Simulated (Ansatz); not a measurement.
# NbAs: the cost of one run

Program: Ansatz 0.2.0. Level of theory: DFT PBE, scalar-relativistic, plane waves, PAW. These are calculated values, not measurements.

1 further run of the same task is left out (set aside as unsound or not needed).

## (1) The system as given

The structure is tetragonal, space group I4_1md (No. 109). The conventional cell has a = 3.473 Å, b = 3.473 Å, c = 11.749 Å, α = 90.00°, β = 90.00°, γ = 90.00°. Nb (site symmetry 2mm) has 6 As at 2.63 to 2.64 Å as nearest neighbours. Around As (site symmetry 2mm) lie 6 Nb at 2.63 to 2.64 Å.

As a file:

```xyz
4
Lattice="-1.7367 1.7367 5.8746 1.7367 -1.7367 5.8746 1.7367 1.7367 -5.8746" Properties=species:S:1:pos:R:3 pbc="T T T"
Nb    0.0000    0.0000    8.7989
Nb    0.0000    1.7367   -0.0130
As    0.0000    0.0000    1.9633
As    0.0000    1.7367    4.9006
```

This cell was relaxed beforehand with the same method: volume 17.72 Å³/atom, gap on the mesh none (metal).

## (2) Bulk reference on the slab's mesh

Input file input.yaml:

```yaml
crystal:
  lattice:
    - [3.4734820513, 0.0, 0.0]
    - [0.0, 3.4734820513, 0.0]
    - [1.7367410257, -1.7367410257, 5.8745821692]
  atoms:
    - { symbol: Nb, position: [0.2511035289, 0.7488964711, 0.4977929423] }
    - { symbol: Nb, position: [0.5011035289, -0.0011035289, -0.0022070577] }
    - { symbol: As, position: [0.8328964711, 0.1671035289, 0.3342070577] }
    - { symbol: As, position: [0.0828964711, 0.4171035289, 0.8342070577] }
basis:
  ecutwfc: 420
kpoints:
  mp_grid: { grid: [10, 10, 6] }
hamiltonian:
  xc: pbe
scf:
  occupations: { method: gaussian, width: 0.1 }
output:
  forces: true
  stress: true
  eigenvalues: true
  write_density: true
  write_potential: true
  elf: true
  volumetric_format: npy
```

Run with:

```
ansatz run input.yaml --threads 1 --pin off --max-ram 2560MiB --backend cpu --events-out ev --progress --plain --runs-dir out
```

**Question.** How long does this run take on 1 thread of Intel Xeon 6975P-C (Granite Rapids), shared host, and how much memory does it need?

About 20 s, with a peak of 0.58 GiB.
